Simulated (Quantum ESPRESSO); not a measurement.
Crystal: GaN.

```
Ga N
1.0
     0.00000    2.13524    2.13524
     2.13524    0.00000    2.13524
     2.13524    2.13524    0.00000
Ga N
1 1
Direct
  0.00000 0.00000 0.00000
  0.50000 0.50000 0.50000
```

Measurements of this composition are mostly on another form, of space group No. 186.

Base run:

```yaml
Program: Quantum ESPRESSO 7.5
Functional: PBE
Potentials_or_basis: SSSP 1.3 efficiency PBE
Cutoff: 952 eV
Density_cutoff: 7619 eV
k_mesh: 11 × 11 × 11
Occupations: fermi-dirac, width 0.05 eV
Spin: no spin polarisation
```

Its results: band gap on the k mesh 0.54 eV, indirect (least direct gap 2.36 eV); pressure -0.7 GPa.

Task: The run is repeated on the same cell with these changes: functional from PBE to LDA; potentials or basis from SSSP 1.3 efficiency PBE to GBRV 1.5 LDA; cutoff from 952 eV to 762 eV; density cutoff from 7619 eV to 6095 eV; valence electrons from 18 to 24. What comes out?

Result: Band gap on the k mesh 0.34 eV, indirect (least direct gap 2.44 eV); pressure -12.8 GPa.

Caveats: an odd mesh through Γ misses points on the zone boundary, where band edges often lie (some runs); the mesh misses the band edges, which the band path finds closer together (some runs).
